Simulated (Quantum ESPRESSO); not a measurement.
Y under changes of volume

One of the cells (33.012 Å³/atom); the others are scaled copies at fixed shape and fractional positions:

```xyz
2
Lattice="3.6474 0.0000 0.0000 -1.8237 3.1587 0.0000 0.0000 0.0000 5.7306" Properties=species:S:1:pos:R:3 pbc="T T T"
Y     1.8237    1.0529    4.2980
Y     0.0000    2.1058    1.4326
```

```yaml
Program: Quantum ESPRESSO 7.5
Functional: PBEsol
Potentials_or_basis: GBRV 1.5 PBEsol
Cutoff: 612 eV
Density_cutoff: 4898 eV
k_mesh: 8 × 8 × 5
Occupations: fermi-dirac, width 0.05 eV
Spin: no spin polarisation
```

| volume (Å³/atom) | energy over the lowest point (meV/atom) | pressure (GPa) |
| --- | --- | --- |
| 31.031 | 0.00 | 0.4 |
| 31.691 | ? | ? |
| 32.351 | 3.84 | -1.3 |
| 33.012 | 10.70 | -2.1 |
| 33.672 | 20.54 | -2.8 |
| 34.332 | 33.14 | -3.4 |
| 34.992 | 48.27 | -4.0 |

Task: What does the run at 31.691 Å³/atom give?

Result: Energy over the lowest point 0.20 meV/atom; pressure -0.5 GPa.

Worked out: A Birch-Murnaghan fit of order 3 (a polynomial in V^(-2/3)) to the other rows has its minimum at 31.33 Å³/atom with B0 = V·E''(V) = 42 GPa (rough, since the energies scatter) at fixed shape and positions, which overstates the stiffness. It gives 0.19 meV/atom at 31.691 Å³/atom, against the run's 0.20, and -dE/dV = -0.5 GPa, against -0.5.

Energies are extrapolated to zero smearing.
